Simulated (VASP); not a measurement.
Here is a VASP 6.6.1 calculation.

Contents of INCAR:

```
PREC     = Accurate       # precision mode
ENCUT    = 600            # plane-wave cutoff, eV
EDIFF    = 1E-7           # SCF threshold, eV
ISMEAR   = 1              # smearing method
SIGMA    = 0.1            # smearing width, eV
LREAL    = F              # projectors in reciprocal space
LASPH    = T              # aspherical terms in the spheres
NELM     = 80             # most SCF steps
ALGO     = Normal         # electronic algorithm
ISIF     = 4              # what is computed and relaxed
LWAVE    = F              # write WAVECAR
LCHARG   = F              # write CHGCAR
GGA      = PS             # functional
IBRION   = 2              # ionic algorithm
NSW      = 40             # ionic steps
EDIFFG   = -0.01          # ionic threshold
KPAR     = 2
```

KPOINTS

```
Automatic mesh
0
Gamma
  12 12 8
```

POSCAR

```
SiNi                                    
1.0
    2.9497777095      0.0000000000      0.0000000000
    0.0000000000      3.2766499599      0.0000000000
    0.0000000000      0.0000000000      4.6773990151
  Si              Ni            
     2     2
Direct
     0.0000000000000000    0.0000000000000000    0.1574937870316070
     0.5000000000000000    0.5000000000000000    0.8425062129683929
     0.0000000000000000    0.0000000000000000    0.6566780341748244
     0.5000000000000000    0.5000000000000000    0.3433219658251757
```

Potentials or basis: VASP PAW PBE potentials, release 64 (Si, Ni).

Run with:

```bash
$ cat potpaw_PBE.64/Si/POTCAR potpaw_PBE.64/Ni/POTCAR > POTCAR
$ mpirun -np 2 vasp_std > vasp.out
```

Q: Predict the band gap on the k mesh.

A: None (metal or under the smearing width).

Final structure:
```
Si Ni
1.0
     2.94978    0.00000    0.00000
     0.00000    3.27665    0.00000
     0.00000    0.00000    4.67740
Si Ni
2 2
Direct
  0.00000 0.00000 0.15749
  0.50000 0.50000 0.84251
  0.00000 0.00000 0.65668
  0.50000 0.50000 0.34332
```

Caveat: the relaxation stopped at its first step, so nothing moved. Spin polarisation is off, so any magnetic state and its effect on volume and gap are missing.
